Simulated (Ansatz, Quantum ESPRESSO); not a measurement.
## MgO (Periclase): Raman and infrared activity: A second program

Ansatz 0.2.0; DFT LDA, scalar-relativistic, plane waves, PseudoDojo norm-conserving pseudopotentials.

A second program on the same cell, potentials, cutoff and meshes tests the implementation of the phonon response, not its convergence. Its field response is summed in its own way. Its k mesh is centred on Γ.

The database entry behind the starting cell differs from later determinations by our own check (about 0.1 % long), so it need not match the best structure at ambient conditions.

input.yaml reads:

```yaml
crystal:
  lattice:
    - [-2.0800911259, 0.0, 2.0800911259]
    - [0.0, 2.0800911259, 2.0800911259]
    - [-2.0800911259, 2.0800911259, 0.0]
  atoms:
    - { symbol: Mg, position: [0.0, 0.0, 0.0] }
    - { symbol: O, position: [0.5, 0.5, 0.5] }
kpoints:
  mp_grid: { grid: [12, 12, 12] }
hamiltonian:
  xc: lda
  pseudopotentials: { kind: nc, accuracy: standard }
scf:
  occupations: { method: fixed }
output:
  eigenvalues: true
basis:
  ecutwfc: 1142.878
phonons:
  method: dfpt
  dielectric: true
  rigid_motions: translations
  raman: true
```

Run with:

```
> ansatz run input.yaml --threads 4 --pin off --max-ram 8192MiB --backend cpu --events-out ev --progress --plain --runs-dir out
```

Q: Predict the mean static dielectric constant and static dielectric tensor.

Cubic symmetry reduces a second-rank tensor to one number. Polar modes add to the electronic screening, so the static value lies above ε∞ (3.17 on average), here by 6.58.

This step gave:

```
sum-rule residual before enforcement             : 2.83e-4 eV/Å²
miss of the charge sum rule                      : 7.18e-5 e
highest optical zone-centre mode (no LO-TO term) : 409.2 cm⁻¹
lowest optical zone-centre mode                  : 409.2 cm⁻¹
mean static dielectric constant                  : 9.751
highest mode moved by the LO-TO term             : 717.4 cm⁻¹
```

Transverse modes. Infrared lines, with heights relative to the strongest:

```csv
position (cm⁻¹),label,"IR intensity ((D/Å)²/amu), degenerate modes summed, relative"
409,T1u,100
```

[Host names and launcher messages were left out of these logs when they were recorded.]

[Logs are printed without paths, hosts, clocks, repeated set-up lines and the standing remarks that a program may print on its own settings, such as how far it seeks lower states.]

[Hosts, paths, dates, database ids (printed as entryN), source tags and the programs' standing remarks are cut or masked in the printed files.]
